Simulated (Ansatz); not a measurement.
Runs of Ansatz 0.2.0 on Co. It takes space group P6_3/mmc (No. 194, hexagonal). Conventional cell: a = 2.472 Å, b = 2.472 Å, c = 4.021 Å, α = 90.00°, β = 90.00°, γ = 120.00°. Co (site symmetry -6m2) has 12 Co at 2.47 Å as nearest neighbours. 

```csv
task,level,potentials or basis,U,cutoff (eV),basis error allowed,gap on the mesh (eV),pressure (GPa),moment (μB)
density of states,PBEsol+U,"all-electron LAPW, scalar-relativistic",Co d U = 2 eV,315,0.001 eV/atom,none,(a),3.42
band structure,PBEsol,"all-electron LAPW, scalar-relativistic",-,315,0.001 eV/atom,-,-5.8,3.20
band structure,PBEsol,all-electron PAW datasets made for the crystal,-,320,-,-,-5.8,3.20
density of states,PBEsol,"all-electron LAPW, scalar-relativistic",-,315,0.001 eV/atom,none,-5.8,3.20
band structure,PBEsol,"all-electron LAPW, inner shells corrected to Dirac's equation",-,315,0.001 eV/atom,-,-5.8,3.20
band structure,PBEsol,"all-electron LAPW, non-relativistic",-,315,0.001 eV/atom,-,-2.0,3.16
```

Alike in all rows: spin collinear, ferromagnetic start; cell as given; k mesh 12 × 12 × 7; smearing fermi-dirac 0.05 eV.

Problem. Estimate the missing entries.

Solution. (a) -3.8.

Caveats: the magnetic state may not be the lowest (some runs); U is the effective U less J, on atomic orbitals that reach past the spheres (some runs); the U is typed as a test and isn't derived for this compound (some runs); the program warned that the printed levels may be off, so bands, gaps and densities of states are rough (some runs).

A gap of «none» marks a metal or a gap under the smearing width.
